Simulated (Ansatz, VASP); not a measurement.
## One calculation of ZrB2, two programs

Contents of INCAR:

```
PREC = Accurate
ENCUT = 520
EDIFF = 1E-6
ISMEAR = 0
SIGMA = 0.05
LREAL = F
LASPH = T
NELM = 80
ALGO = Normal
ISIF = 2
LWAVE = F
LCHARG = T
GGA = PS
LELF = T
LVHAR = T
NBANDS = 16
```

Contents of KPOINTS:

```
regular mesh
0
Gamma
  12 12 10
```

POSCAR

```
ZrB2
1.0
    3.1709581027      0.0000000000      0.0000000000
   -1.5854790513      2.7461302713      0.0000000000
    0.0000000000      0.0000000000      3.5427929303
Zr B
1 2
Direct
    0.0000000000      0.0000000000      0.0000000000
    0.3333333333      0.6666666667      0.5000000000
    0.6666666667      0.3333333333      0.5000000000
```

Input for Ansatz:

```yaml
crystal:
  lattice:
    - [3.1709581027, 0.0, 0.0]
    - [-1.5854790513, 2.7461302713, 0.0]
    - [0.0, 0.0, 3.5427929303]
  atoms:
    - { symbol: Zr, position: [0.0, 0.0, 0.0] }
    - { symbol: B, position: [0.3333333333, 0.6666666667, 0.5] }
    - { symbol: B, position: [0.6666666667, 0.3333333333, 0.5] }
basis:
  ecutwfc: 420
  ecutrho_ratio: 4
kpoints:
  mp_grid: { grid: [12, 12, 10] }
hamiltonian:
  xc: pbesol
scf:
  occupations: { method: gaussian, width: 0.05 }
output:
  forces: true
  stress: true
  eigenvalues: true
  populations: true
```

Alike in both runs: task single point; functional PBEsol; k mesh 12 × 12 × 10; occupations gaussian, width 0.05 eV; no spin polarisation.

```csv
,VASP,Ansatz
version,VASP 6.6.1,Ansatz 0.2.0
potentials or method,"VASP PAW PBE potentials, release 64 (Zr_sv, B)","scalar-relativistic, plane waves, PAW"
plane-wave cutoff (eV),520,420
valence electrons in the cell,18,18
```

```csv
,VASP,Ansatz,Ansatz less VASP
gap on the k mesh at the Fermi level (eV),none,none,-
pressure (GPa),-4.5,-4.8,-0.31
largest component of the traceless stress (GPa),0.75,0.75,-0.002
```

A gap of «none» marks a metal or a gap that the smearing closes. With one functional, cell and mesh, what is left measures potentials, basis and numerics.

Caveats: the PAW data sets were made with another functional, which shifts forces and pressure a little (VASP).
